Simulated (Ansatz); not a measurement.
## BaTe: relaxation of cell and atoms

Level of theory: DFT, PBE, PAW with Ansatz's default frozen-core files, scalar-relativistic in Ansatz 0.2.0.

Command: `ansatz run input.yaml --threads 1 --pin off --max-ram 2048MiB --backend cpu --events-out ev --progress --plain --runs-dir out` The run took 14 s on 1 thread of Arm Neoverse V1, with other jobs on the host, peak memory 0.36 GiB.

```yaml
crystal:
  lattice:
    - [3.9292820214, 0.0, 0.0]
    - [0.0, 3.9292820214, 0.0]
    - [0.0, 0.0, 3.9292820214]
  atoms:
    - { symbol: Ba, position: [0.0, 0.0, 0.0] }
    - { symbol: Te, position: [0.5, 0.5, 0.5] }
kpoints:
  mp_grid: { grid: [9, 9, 9] }
scf:
  occupations: { method: fermi_dirac, width: 0.05 }
hamiltonian:
  xc: pbe
  pseudopotentials: { kind: paw }
output:
  forces: true
  stress: true
relax:
  f_tol: 0.005
  max_steps: 80
  cell: {}
```

Spin–orbit coupling is left out, though it moves levels of the heavy atoms by tenths of an eV or more.

The cell is built from the CsCl type as a first guess.

The cutoff is 420 eV; energies and pressures of the walk include the program's estimate of the Pulay term.

Each frame lists the cell vectors (Å), then Cartesian positions (Å); symmetry keeps all forces zero. Free energies count from the first step, -12932.3275 eV.

The walk took 6 evaluations in all; steps that aren't listed are left out.

Step 1: E = 0.0 meV, P = 12.06 GPa

```
cell 3.9293 0.0000 0.0000 0.0000 3.9293 0.0000 0.0000 0.0000 3.9293
Ba    0.0000    0.0000    0.0000
Te    1.9646    1.9646    1.9646
```

Step 2: E = -420.2 meV, P = 3.39 GPa

```
cell 4.1208 0.0000 0.0000 0.0000 4.1208 0.0000 0.0000 0.0000 4.1208
Ba    0.0000    0.0000    0.0000
Te    2.0604    2.0604    2.0604
```

Step 3: E = -477.3 meV, P = 0.87 GPa

```
cell 4.2065 0.0000 0.0000 0.0000 4.2065 0.0000 0.0000 0.0000 4.2065
Ba    0.0000    0.0000    0.0000
Te    2.1033    2.1033    2.1033
```

Step 4: E = -482.0 meV, P = -0.17 GPa

```
cell 4.2496 0.0000 0.0000 0.0000 4.2496 0.0000 0.0000 0.0000 4.2496
Ba    0.0000    0.0000    0.0000
Te    2.1248    2.1248    2.1248
```

Question: How does the relaxation end?

Answer: It converges, with a = 4.242 Å, b = 4.242 Å, c = 4.242 Å, α = 90.00°, β = 90.00°, γ = 90.00° (conventional cell, space group Pm-3m). The last solve (on a basis chosen afresh for the final cell, so its energy is not quite comparable) gives E = -483.9 meV, P = 0.03 GPa:
```
cell 4.2424 0.0000 0.0000 0.0000 4.2424 0.0000 0.0000 0.0000 4.2424
Ba    0.0000    0.0000    0.0000
Te    2.1212    2.1212    2.1212
```
